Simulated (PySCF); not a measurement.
**Where the electron goes**

Compound: C6H8N (charge +1).
Geometry (GFN2-xTB, Å), atoms numbered from 1 in this order:
```xyz
15
C6H8N angstrom
N      2.1684   -0.2557   -0.0982
C      0.6922   -0.0802   -0.0360
C     -0.1182   -1.2021   -0.0302
C     -1.4921   -1.0341    0.0331
C     -2.0343    0.2404    0.0895
C     -1.2087    1.3529    0.0851
C      0.1676    1.1977    0.0216
H      2.5363   -0.5744    0.8097
H      2.4179   -0.9579   -0.8081
H      2.6158    0.6400   -0.3365
H      0.3072   -2.1929   -0.0744
H     -2.1342   -1.9001    0.0382
H     -3.1041    0.3665    0.1365
H     -1.6303    2.3439    0.1302
H      0.8120    2.0640    0.0176
```

Computed, not measured: TDDFT CAM-B3LYP/def2-SVPD, vertical, gas phase, core orbitals frozen in the response (PySCF 2.14.0, density-fitted response routines).

Kohn–Sham orbitals with the atoms that hold most of them (Löwdin shares over 4%, at most four atoms; ? is withheld):

| orbital | ε (eV) | atoms |
| --- | --- | --- |
| HOMO-3 | -16.05 | C5 26%, H13 16%, C4 13%, C6 13% |
| HOMO-2 | -15.80 | C4 17%, C6 17%, C5 14%, H14 9% |
| HOMO-1 | -13.23 | ? |
| HOMO | -13.09 | C3 23%, C7 21%, C6 20%, C4 17% |
| LUMO | -4.01 | ? |
| LUMO+1 | -3.88 | C2 17%, C3 17%, C5 17%, C6 13% |
| LUMO+2 | -3.68 | C4 22%, C7 21%, C6 14%, C2 10% |

Q: Which atoms hold the LUMO, and with what shares?

A: N1 (bonded to C and 3 H) 23%; H8 (bonded to N) 18%; H9 (bonded to N) 18%; H10 (bonded to N) 17%. By element: hydrogen 53% or more, nitrogen 23%.

Q: Give the leading atoms of the HOMO-1.

A: C5 (bonded to 2 C and H) 27%; C2 (bonded to 2 C and N) 22%; C4 (bonded to 2 C and H) 15%; C6 (bonded to 2 C and H) 12%.

Q: How does S1 compare with the orbital gap of 9.08 eV?

A: S1 is at 5.57 eV (f = 0.0047), 3.51 eV below the gap, made of HOMO→LUMO+1 (44%), HOMO-1→LUMO+2 (33%), HOMO-1→LUMO+1 (11%). Its leading pair isn't HOMO and LUMO; the energies of that pair differ by 9.21 eV. 

Q: One configuration dominates each of S3, S4 and S8. Which, and how do the shares of the two leading atoms of either orbital change from the occupied to the empty one?

A: 
- S3 (6.55 eV, f 0.0002), HOMO→LUMO (96%): C3 23% → at most 17%, C7 21% → at most 17%, N1 at most 18% → 23%, H8 at most 18% → 18%
- S4 (6.60 eV, f 0.0007), HOMO-1→LUMO (94%): C5 27% → at most 17%, C2 22% → at most 17%, N1 at most 12% → 23%, H8 at most 12% → 18%
- S8 (7.97 eV, f 0.0016), HOMO-2→LUMO+1 (90%): C4 17% → at most 14%, C6 17% → 13%, C2 at most 9% → 17%, C3 at most 9% → 17%

Löwdin shares depend on the basis, the more so with diffuse functions.
